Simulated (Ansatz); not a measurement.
# KF: a single-point run

Wanted: a converged single-point run for KF, and a check of what comes out. The structure is shown as the input types it.

Program: Ansatz 0.2.0. Level of theory: density functional or hybrid calculation with the settings of its input, plane waves (as first typed). These are calculated values, not measurements.

2 further runs of the same task are left out: 2 that didn't finish.

### 1 The system as given

Symmetry: Fm-3m, No. 225, cubic system. Conventional cell: a = 5.318 Å, b = 5.318 Å, c = 5.318 Å, α = 90.00°, β = 90.00°, γ = 90.00°. Around K (site symmetry m-3m) lie 6 F at 2.66 Å. F (site symmetry m-3m) is surrounded by 6 K at 2.66 Å.

Coordinates:

```cif
data_structure
_symmetry_space_group_name_H-M 'Fm-3m'
_symmetry_Int_Tables_number 225
_cell_length_a 5.3179
_cell_length_b 5.3179
_cell_length_c 5.3179
_cell_angle_alpha 90.000
_cell_angle_beta 90.000
_cell_angle_gamma 90.000
_cell_volume 150.39
loop_
_atom_site_label
_atom_site_type_symbol
_atom_site_symmetry_multiplicity
_atom_site_Wyckoff_symbol
_atom_site_fract_x
_atom_site_fract_y
_atom_site_fract_z
_atom_site_occupancy
K1 K 4 a 0.00000 0.00000 0.00000 1
F1 F 4 b 0.50000 0.00000 0.00000 1
```

### 2 Input and run

input.yaml

```yaml
crystal:
  lattice:
    - [0.0, 2.6589566634, 2.6589566634]
    - [2.6589566634, 0.0, 2.6589566634]
    - [2.6589566634, 2.6589566634, 0.0]
  atoms:
    - { symbol: K, position: [0.0, 0.0, 0.0] }
    - { symbol: F, position: [0.5, 0.5, 0.5] }
kpoints:
  mp_grid: { grid: [0, 4, 4] }
hamiltonian:
  xc: pbesol
scf:
  occupations: { method: fixed }
  n_extra_bands: 4
output:
  forces: true
  stress: true
  eigenvalues: true
```

The run is started by

```
> ansatz run input.yaml --threads 4 --pin off --max-ram 3686MiB --backend cpu --events-out ev --progress --plain --runs-dir out
```

What happens when this is run?

Nothing was computed: the input was turned down at the start. Its message: «invalid value for `kpoints.mp_grid.grid`: each dimension must be in 1..=255»

Look at the input: kpoints.mp_grid.grid is [0, 4, 4]. The k-point mesh is ill-defined.

What to do: set kpoints.mp_grid.grid to [6, 6, 6].
